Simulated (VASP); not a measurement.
# NiO2 (P-3m1) in VASP: notebook

The runs below take NiO2 through single point, with r2SCAN.

Everything below comes from runs of VASP 6.6.1. Logs are shortened: lines on timing, memory, paths and dates and some standing lists are left out, and cuts for length are marked.

### 1 Starting point

It takes space group P-3m1 (No. 164, trigonal). Conventional cell: a = 2.776 Å, b = 2.776 Å, c = 4.607 Å, α = 90.00°, β = 90.00°, γ = 120.00°. Ni (site symmetry -3m) is surrounded by 6 O at 1.86 Å. Around O (site symmetry 3m) lie 3 Ni at 1.86 Å.

The cell comes from a database or a generator and needn't be the stable form of this composition.

### 2 Single point, r2SCAN

Contents of POSCAR:

```
NiO2
1.0
    2.7762368349      0.0000000000      0.0000000000
   -1.3881184174      2.4042916259      0.0000000000
    0.0000000000      0.0000000000      4.6069963193
Ni O
1 2
Direct
    0.0000000000      0.0000000000      0.5000000000
    0.6666666667      0.3333333333      0.7038965614
    0.3333333333      0.6666666667      0.2961034386
```

Contents of INCAR.step1:

```
SYSTEM = NiO2
PREC = Accurate ; ENCUT = 520
ISMEAR = -5 ; SIGMA = 0.02
LREAL = .FALSE. ; LASPH = .TRUE.
NELM = 100 ; LMAXMIX = 4
NBANDS = 18 ; GGA = PE
ALGO = Normal ; EDIFF = 1E-4
LWAVE = .TRUE. ; LCHARG = .FALSE.
```

Contents of INCAR.step2:

```
SYSTEM = NiO2
PREC = Accurate ; ENCUT = 520
EDIFF = 1E-6 ; ISMEAR = 0
SIGMA = 0.02 ; LREAL = .FALSE.
LASPH = .TRUE. ; NELM = 100
ALGO = Normal ; ISIF = 2
LWAVE = .FALSE. ; LCHARG = .FALSE.
LMAXMIX = 4 ; METAGGA = R2SCAN
LMIXTAU = .TRUE. ; LORBIT = 11
NBANDS = 18 ; ISTART = 1
```

Contents of KPOINTS:

```
Automatic mesh
0
G
  12 12 6
  0 0 0
```

Potentials or basis: VASP PAW PBE potentials, release 64 (Ni, O).

Started as:

```console
$ cat potpaw_PBE.64/Ni/POTCAR potpaw_PBE.64/O/POTCAR > POTCAR
$ cp INCAR.step1 INCAR
$ mpirun -np 1 vasp_std > vasp.out
$ cp INCAR.step2 INCAR
$ mpirun -np 1 vasp_std > vasp.out
```

OUTCAR:

```text
SYSTEM = NiO2
   PREC = Accurate
   ENCUT = 520
   EDIFF = 1E-6
   ISMEAR = 0
   LREAL = .FALSE.
   LASPH = .TRUE.
   NELM = 100
   ISIF = 2
   METAGGA = R2SCAN
   LORBIT = 11
   ISTART = 1

 ion  position               nearest neighbor table
   1  0.000  0.000  0.500-   2 1.86   3 1.86   3 1.86   2 1.86   2 1.86   3 1.86
   2  0.667  0.333  0.704-   1 1.86   1 1.86   1 1.86
   3  0.333  0.667  0.296-   1 1.86   1 1.86   1 1.86

  LATTYP: Found a hexagonal cell.
 ALAT       =     2.7762368349
 C/A-ratio  =     1.6594392313

  Lattice vectors:

 A1 = (   2.7762368349,   0.0000000000,   0.0000000000)
 A2 = (  -1.3881184174,   2.4042916259,   0.0000000000)
 A3 = (   0.0000000000,   0.0000000000,   4.6069963193)

Analysis of symmetry for initial positions (statically):
=====================================================================
 Subroutine PRICEL returns:
 Original cell was already a primitive cell.

 Routine SETGRP: Setting up the symmetry group for a
 hexagonal supercell.

 Subroutine GETGRP returns: Found 12 space group operations
 (whereof 12 operations were pure point group operations)
 out of a pool of 24 trial point group operations.

The static configuration has the point symmetry D_3d.

Analysis of symmetry for dynamics (positions and initial velocities):
=====================================================================
 Subroutine PRICEL returns:
 Original cell was already a primitive cell.

 Routine SETGRP: Setting up the symmetry group for a
 hexagonal supercell.

 Subroutine GETGRP returns: Found 12 space group operations
 (whereof 12 operations were pure point group operations)
 out of a pool of 24 trial point group operations.

The dynamic configuration has the point symmetry D_3d.

 Subroutine INISYM returns: Found 12 space group operations
 (whereof 12 operations are pure point group operations),
 and found     1 'primitive' translations

----------------------------------------------------------------------------------------

                                     Primitive cell

  volume of cell :      30.7512

  direct lattice vectors                    reciprocal lattice vectors
     2.776236835  0.000000000  0.000000000     0.360199817  0.207961461  0.000000000
    -1.388118417  2.404291626  0.000000000     0.000000000  0.415922923  0.000000000
[... 94 lines left out ...]
   ISYM   =      2    0-nonsym 1-usesym 2-fastsym
   POTIM  = 0.5000    time-step for ionic-motion
   TEBEG  =    0.0;   TEEND  =   0.0 temperature during run
   PSTRESS=    0.0 pullay stress
   NELECT =      22.0000    total number of electrons
   NUPDOWN=      -1.0000    fix difference up-down
   EMIN   =  10.00;   EMAX   =-10.00  energy-range for DOS
   EFERMI =   0.00;   METHOD = LEGACY
   ISMEAR =     0;   SIGMA  =   0.02  broadening in eV -4-tet -1-fermi 0-gaus
   EFERMI_NEDOS =   21; number of points for ismear=-14 and -15
   IALGO  =     38    algorithm
   IMIX   =      4    mixing-type and parameters
     AMIX     =   0.40;   BMIX     =  1.00
     AMIX_MAG =   1.60;   BMIX_MAG =  1.00
  volume/ion in A,a.u.               =      10.25        69.17
  Fermi-wavevector in a.u.,A,eV,Ry     =   1.464183  2.766904 29.168584  2.143830
  Thomas-Fermi vector in A             =   2.580189
   LORBIT       =     11    0 simple, 1 ext, 2 COOP (PROOUT), +10 PAW based schemes
   METAGGA = R2SCAN    functional components
   LHFCALC =     F    Hartree Fock is set to
   AEXX    =    0.0000 exact exchange contribution
   IVDW    =     0    specifies the selected vdW correction
   LEPSILON=     F    determine dielectric tensor
   LRPA    =     F    only Hartree local field effects (RPA)
 non-spin polarized calculation
 Gauss-broadening in eV      SIGMA  =   0.02
  energy-cutoff  :      520.00
  volume of cell :       30.75
 maximum number of plane-waves:       839
 NGX is ok and might be reduce to    24
   NGX = 11   NGY = 11   NGZ = 17

 number of electron      22.0000003 magnetization

 Free energy of the ion-electron system (eV)
  ---------------------------------------------------
  ext. energy  EPLUGINS =         0.00000000
  ---------------------------------------------------
  free energy    TOTEN  =       -26.46179696 eV

  energy without entropy =      -26.46179696  energy(sigma->0) =      -26.46179696

 E-fermi :   2.4142     XC(G=0): -11.6165

 val. band max:        2.2767328832   @ k =   0.0833   0.0833   0.5000
 cond. band min:       3.6762925285   @ k =   0.2500   0.0000   0.3333
 fundamental gap:      1.3995596453
 Fermi energy:         2.4141675167

 k-point     1 :       0.0000    0.0000    0.0000
  band No.  band energies     occupation
      1     -18.2738      2.00000
      2     -15.7740      2.00000
      3      -3.6261      2.00000
      4      -3.2384      2.00000
      5      -3.2384      2.00000
      6      -0.0877      2.00000
[... 481 lines left out ...]
      5      -2.9867      2.00000
      6      -0.9413      2.00000
[... 10 lines left out ...]
     17      21.3434      0.00000
     18      23.9227      0.00000

 [... further k-points ...]

------------------------ aborting loop because EDIFF is reached ----------------------------------------

  FORCE on cell =-STRESS in cart. coord.  units (eV):
  Direction    XX          YY          ZZ          XY          YZ          ZX
  --------------------------------------------------------------------------------------
  -------------------------------------------------------------------------------------
  Total        0.3449006      0.3449006      0.1930797      0.0000000      0.0000000      0.0000000
  in kB       17.9697891     17.9697891     10.0597147      0.0000000      0.0000000      0.0000000
  external PRESSURE =      15.3330976 kB  Pullay stress =       0.0000000 kB

 VOLUME and BASIS-vectors are now :
 -----------------------------------------------------------------------------
  energy-cutoff  :      520.00
  volume of cell :       30.75
      direct lattice vectors                 reciprocal lattice vectors
     2.776236835  0.000000000  0.000000000     0.360199817  0.207961461  0.000000000
    -1.388118417  2.404291626  0.000000000     0.000000000  0.415922923  0.000000000
     0.000000000  0.000000000  4.606996319     0.000000000  0.000000000  0.217061168

 POSITION                                       TOTAL-FORCE (eV/Angst)
 -----------------------------------------------------------------------------------
      0.00000      0.00000      2.30350        -0.000000      0.000000      0.000000
      1.38812      0.80143      3.24285        -0.000000      0.000000      0.136305
     -0.00000      1.60286      1.36415         0.000000      0.000000     -0.136305
 -----------------------------------------------------------------------------------
    total drift:                                0.000000      0.000000      0.000000

  FREE ENERGIE OF THE ION-ELECTRON SYSTEM (eV)
  ---------------------------------------------------
  free  energy   TOTEN  =       -26.4617969575 eV

  energy  without entropy=      -26.4617969575  energy(sigma->0) =      -26.46179696

 total charge

# of ion       s       p       d       tot
------------------------------------------
    1        0.526   0.859   8.196   9.581
    2        1.597   3.365   0.000   4.962
    3        1.597   3.365   0.000   4.962
--------------------------------------------------
tot          3.720   7.589   8.196  19.505
```

OUTCAR.step1:

```text
SYSTEM = NiO2
   PREC = Accurate
   ENCUT = 520
   ISMEAR = -5
   LREAL = .FALSE.
   LASPH = .TRUE.
   NELM = 100
[... 732 lines left out ...]
      0.00000      0.00000      2.30350         0.000000      0.000000      0.000000
      1.38812      0.80143      3.24285        -0.000000      0.000000      0.469797
     -0.00000      1.60286      1.36415         0.000000     -0.000000     -0.469797
 -----------------------------------------------------------------------------------
    total drift:                                0.000000      0.000000      0.000000

  FREE ENERGIE OF THE ION-ELECTRON SYSTEM (eV)
  ---------------------------------------------------
  free  energy   TOTEN  =       -17.4174231312 eV

  energy  without entropy=      -17.4174231312  energy(sigma->0) =      -17.41742313
```

OSZICAR.step1:

```text
N       E                     dE             d eps       ncg     rms          rms(c)
DAV:   1     0.165719905544E+03    0.16572E+03   -0.12016E+04  3656   0.150E+03
DAV:   2    -0.103847740737E+02   -0.17610E+03   -0.16434E+03  3752   0.325E+02
DAV:   3    -0.250903540822E+02   -0.14706E+02   -0.14522E+02  4294   0.107E+02
DAV:   4    -0.252795071998E+02   -0.18915E+00   -0.18895E+00  4322   0.122E+01
DAV:   5    -0.252819224047E+02   -0.24152E-02   -0.24150E-02  4180   0.140E+00    0.287E+01
DAV:   6    -0.309688228070E+02   -0.56869E+01   -0.50454E+01  4456   0.171E+02    0.475E+01
DAV:   7    -0.173731717141E+02    0.13596E+02   -0.20050E+01  4316   0.110E+02    0.657E+00
DAV:   8    -0.174450469133E+02   -0.71875E-01   -0.22676E+00  5104   0.220E+01    0.367E+00
DAV:   9    -0.174694443305E+02   -0.24397E-01   -0.30277E-01  5016   0.172E+01    0.213E+00
DAV:  10    -0.174182898125E+02    0.51155E-01   -0.75369E-02  4066   0.872E+00    0.373E-01
DAV:  11    -0.174180403286E+02    0.24948E-03   -0.14519E-02  5062   0.300E+00    0.295E-01
DAV:  12    -0.174173872236E+02    0.65311E-03   -0.36218E-03  4580   0.166E+00    0.620E-02
DAV:  13    -0.174174231312E+02   -0.35908E-04   -0.34752E-04  3800   0.150E-01
   1 F= -.17417423E+02 E0= -.17417423E+02  d E =0.000000E+00
```

Wall time 2.7 min (1 thread of Intel Xeon Platinum 8488C (Sapphire Rapids), shared host); peak memory 0.2 GiB.

Results:

```yaml
Free_energy: -26.4618 eV
Pressure: 1.5 GPa
Largest_force: 0.136 eV/Å
Band_gap_on_the_k_mesh: 1.40 eV, indirect (least direct gap 1.60 eV)
Valence_electrons_inside_the_program's_atomic_spheres: Ni 9.58; O 4.96
```

Forces in eV/Å, atoms in the order of the input:
```
Ni   0.000  0.000  0.000
O    0.000  0.000  0.136
O    0.000  0.000 -0.136
```

Caveat: the PAW data sets were made with another functional, which shifts forces and pressure a little. r2SCAN opens gaps a little over a GGA but as a rule still falls short of measured ones.

### 3 Single point, r2SCAN

POSCAR is that of step 2.

Contents of INCAR.step1:

```
SYSTEM = NiO2
ALGO     = Normal         ! electronic algorithm
EDIFF    = 1E-4           ! SCF threshold, eV
ENCUT    = 520            ! plane-wave cutoff, eV
GGA      = PE             ! functional
ISMEAR   = 0              ! smearing method
LASPH    = .True.         ! aspherical terms in the spheres
LCHARG   = .False.        ! write CHGCAR
LREAL    = .False.        ! projectors in reciprocal space
LWAVE    = .True.         ! write WAVECAR
NBANDS   = 18             ! bands
NELM     = 100            ! most SCF steps
PREC     = Accurate       ! precision mode
SIGMA    = 0.02           ! smearing width, eV
```

Contents of INCAR.step2:

```
SYSTEM = NiO2
ALGO     = Normal         ! electronic algorithm
EDIFF    = 1E-6           ! SCF threshold, eV
ENCUT    = 520            ! plane-wave cutoff, eV
ISIF     = 2              ! what is computed and relaxed
ISMEAR   = 0              ! smearing method
ISTART   = 1            
LASPH    = .True.         ! aspherical terms in the spheres
LCHARG   = .False.        ! write CHGCAR
LMIXTAU  = .True.       
LREAL    = .False.        ! projectors in reciprocal space
LWAVE    = .False.        ! write WAVECAR
METAGGA  = R2SCAN         ! meta-GGA
NBANDS   = 18             ! bands
NELM     = 100            ! most SCF steps
PREC     = Accurate       ! precision mode
SIGMA    = 0.02           ! smearing width, eV
```

Contents of KPOINTS:

```
k-points
0
Gamma
  12 12 6
  0 0 0
```

Potentials or basis: VASP PAW PBE potentials, release 64 (Ni, O).

Started as:

```console
$ cat potpaw_PBE.64/Ni/POTCAR potpaw_PBE.64/O/POTCAR > POTCAR
$ cp INCAR.step1 INCAR
$ mpirun -np 1 vasp_std > vasp.out
$ cp INCAR.step2 INCAR
$ mpirun -np 1 vasp_std > vasp.out
```

OUTCAR:

```text
SYSTEM = NiO2
   EDIFF = 1E-6
   ENCUT = 520
   ISIF = 2
   ISMEAR = 0
   ISTART = 1
   LASPH = .True.
   LREAL = .False.
   METAGGA = R2SCAN
   NELM = 100
   PREC = Accurate

 ion  position               nearest neighbor table
   1  0.000  0.000  0.500-   2 1.86   3 1.86   3 1.86   2 1.86   2 1.86   3 1.86
   2  0.667  0.333  0.704-   1 1.86   1 1.86   1 1.86
   3  0.333  0.667  0.296-   1 1.86   1 1.86   1 1.86

  LATTYP: Found a hexagonal cell.
 ALAT       =     2.7762368349
 C/A-ratio  =     1.6594392313
[... 699 lines left out ...]

  FORCE on cell =-STRESS in cart. coord.  units (eV):
  Direction    XX          YY          ZZ          XY          YZ          ZX
  --------------------------------------------------------------------------------------
  -------------------------------------------------------------------------------------
  Total        0.3483803      0.3483803      0.1969900      0.0000000      0.0000000     -0.0000000
  in kB       18.1510868     18.1510868     10.2634487      0.0000000      0.0000000     -0.0000000
  external PRESSURE =      15.5218741 kB  Pullay stress =       0.0000000 kB

 VOLUME and BASIS-vectors are now :
 -----------------------------------------------------------------------------
  energy-cutoff  :      520.00
  volume of cell :       30.75
      direct lattice vectors                 reciprocal lattice vectors
     2.776236835  0.000000000  0.000000000     0.360199817  0.207961461  0.000000000
    -1.388118417  2.404291626  0.000000000     0.000000000  0.415922923  0.000000000
     0.000000000  0.000000000  4.606996319     0.000000000  0.000000000  0.217061168

 POSITION                                       TOTAL-FORCE (eV/Angst)
 -----------------------------------------------------------------------------------
      0.00000      0.00000      2.30350        -0.000000      0.000000      0.000000
      1.38812      0.80143      3.24285        -0.000000      0.000000      0.136288
     -0.00000      1.60286      1.36415         0.000000     -0.000000     -0.136288
 -----------------------------------------------------------------------------------
    total drift:                                0.000000      0.000000      0.000000

  FREE ENERGIE OF THE ION-ELECTRON SYSTEM (eV)
  ---------------------------------------------------
  free  energy   TOTEN  =       -26.4617977553 eV

  energy  without entropy=      -26.4617977553  energy(sigma->0) =      -26.46179776
```

OUTCAR.step1:

```text
SYSTEM = NiO2
   EDIFF = 1E-4
   ENCUT = 520
   GGA = PE
   ISMEAR = 0
   LASPH = .True.
   LREAL = .False.
   NELM = 100
[... 729 lines left out ...]
      0.00000      0.00000      2.30350         0.000000      0.000000      0.000000
      1.38812      0.80143      3.24285         0.000000     -0.000000      0.456837
     -0.00000      1.60286      1.36415        -0.000000      0.000000     -0.456837
 -----------------------------------------------------------------------------------
    total drift:                                0.000000      0.000000      0.000000

  FREE ENERGIE OF THE ION-ELECTRON SYSTEM (eV)
  ---------------------------------------------------
  free  energy   TOTEN  =       -17.4174023298 eV

  energy  without entropy=      -17.4174023298  energy(sigma->0) =      -17.41740233
```

OSZICAR.step1:

```text
N       E                     dE             d eps       ncg     rms          rms(c)
DAV:   1     0.165725312396E+03    0.16573E+03   -0.12016E+04  3656   0.150E+03
DAV:   2    -0.103847740737E+02   -0.17611E+03   -0.16387E+03  3752   0.325E+02
DAV:   3    -0.250903540822E+02   -0.14706E+02   -0.14522E+02  4294   0.107E+02
DAV:   4    -0.252795071998E+02   -0.18915E+00   -0.18895E+00  4322   0.122E+01
DAV:   5    -0.252819224047E+02   -0.24152E-02   -0.24150E-02  4180   0.140E+00    0.282E+01
DAV:   6    -0.312099960932E+02   -0.59281E+01   -0.50695E+01  4464   0.171E+02    0.476E+01
DAV:   7    -0.174466882780E+02    0.13763E+02   -0.19812E+01  4324   0.110E+02    0.547E+00
DAV:   8    -0.174366638765E+02    0.10024E-01   -0.22819E+00  5170   0.231E+01    0.323E+00
DAV:   9    -0.174417771202E+02   -0.51132E-02   -0.24594E-01  5040   0.145E+01    0.137E+00
DAV:  10    -0.174176827218E+02    0.24094E-01   -0.48497E-02  4016   0.667E+00    0.252E-01
DAV:  11    -0.174176163410E+02    0.66381E-04   -0.72622E-03  5042   0.133E+00    0.173E-01
DAV:  12    -0.174173950849E+02    0.22126E-03   -0.74617E-04  3900   0.701E-01    0.484E-02
DAV:  13    -0.174174023298E+02   -0.72449E-05   -0.97564E-05  2826   0.267E-01
   1 F= -.17417402E+02 E0= -.17417402E+02  d E =-.173773E-19
```

It took 2.9 min on 1 thread of Intel Xeon Platinum 8488C (Sapphire Rapids), shared host; peak memory 0.2 GiB.

Results:

```yaml
Free_energy: -26.4618 eV
Pressure: 1.6 GPa
Largest_force: 0.136 eV/Å
Band_gap_on_the_k_mesh: 1.40 eV, indirect (least direct gap 1.60 eV)
```

Forces in eV/Å, atoms in the order of the input:
```
Ni   0.000  0.000  0.000
O    0.000  0.000  0.136
O    0.000  0.000 -0.136
```

Caveat: the PAW data sets were made with another functional, which shifts forces and pressure a little. r2SCAN opens gaps a little over a GGA but as a rule still falls short of measured ones.
